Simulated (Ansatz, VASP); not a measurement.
Two plane-wave programs on BN

File INCAR:

```
PREC     = Accurate       # precision mode
ENCUT    = 520            # plane-wave cutoff, eV
EDIFF    = 1E-6           # SCF threshold, eV
ISMEAR   = 0              # smearing method
SIGMA    = 0.023          # smearing width, eV
LREAL    = F              # projectors in reciprocal space
LASPH    = T              # aspherical terms in the spheres
NELM     = 100            # most SCF steps
ALGO     = Normal         # electronic algorithm
ISIF     = 2              # what is computed and relaxed
LWAVE    = F              # write WAVECAR
LCHARG   = F              # write CHGCAR
GGA      = PE             # functional
```

The input KPOINTS:

```
Automatic mesh
0
Gamma
  12 12 12
```

The input POSCAR:

```
BN
1.0
    1.2511217832      0.7223354983      3.3729344033
   -1.2511217832      0.7223354983      3.3729344033
    0.0000000000     -1.4446709966      3.3729344033
N B
1 1
Direct
    0.6672382000      0.6672382000      0.6672382000
    0.0003288000      0.0003288000      0.0003288000
```

File input.yaml:

```yaml
crystal:
  lattice:
    - [1.2511217832, 0.7223354983, 3.3729344033]
    - [-1.2511217832, 0.7223354983, 3.3729344033]
    - [0.0, -1.4446709966, 3.3729344033]
  atoms:
    - { symbol: "N", position: [0.6672382, 0.6672382, 0.6672382] }
    - { symbol: B, position: [0.0003288, 0.0003288, 0.0003288] }
hamiltonian:
  xc: pbe
  pseudopotentials: { kind: paw }
kpoints:
  mp_grid: { grid: [12, 12, 12] }
scf:
  occupations: { method: gaussian, width: 0.023 }
output:
  forces: true
  stress: true
  eigenvalues: true
```

The cell is a database's computed one.

Alike in both runs: task single point; functional PBE; k mesh 12 × 12 × 12; occupations gaussian, width 0.023 eV; no spin polarisation.

|  | VASP | Ansatz |
| --- | --- | --- |
| version | VASP 6.6.1 | Ansatz 0.2.0 |
| potentials or method | VASP PAW PBE potentials, release 64 (N, B) | Ansatz PAW |
| plane-wave cutoff (eV) | 520 | 420 |
| valence electrons in the cell | 8 | 8 |

```csv
,VASP,Ansatz,Ansatz less VASP
gap on the k mesh at the Fermi level (eV),4.28,4.29,+0.007
least direct gap on the mesh (eV),4.70,4.70,+0.003
pressure (GPa),3.6,3.6,-0.07
largest component of the traceless stress (GPa),1.40,1.20,-0.204
```

The functional is the same, so the differences come from potentials, cutoffs and numerics.

Caveats: the pressure holds a Pulay correction of +0.6 GPa for the finite cutoff (Ansatz). A k mesh can miss the band edges. As with any semilocal functional, this PBE gap is likely too small.
